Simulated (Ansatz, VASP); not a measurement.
## One calculation of GaN, two programs

```
Ga N
1.0
     0.00000    2.28269    2.28269
     2.28269    0.00000    2.28269
     2.28269    2.28269    0.00000
Ga N
1 1
Direct
  0.00000 0.00000 0.00000
  0.25000 0.25000 0.25000
```

Change from the starting cell: hydrostatic strain +1.5%.

Alike in both runs: task single point; functional PBE; k mesh 10 × 10 × 10; occupations fermi-dirac, width 0.02 eV; no spin polarisation.

|  | VASP | Ansatz |
| --- | --- | --- |
| version | VASP 6.6.1 | Ansatz 0.2.0 |
| potentials or method | VASP PAW PBE potentials, release 64 (Ga_d, N) | plane waves, PAW |
| plane-wave cutoff (eV) | 520 | 420 |
| valence electrons in the cell | 18 | 18 |

```tsv
	VASP	Ansatz	Ansatz less VASP
gap on the k mesh at the Fermi level (eV)	1.48	1.47	-0.006
pressure (GPa)	-1.8	-1.9	-0.10
```
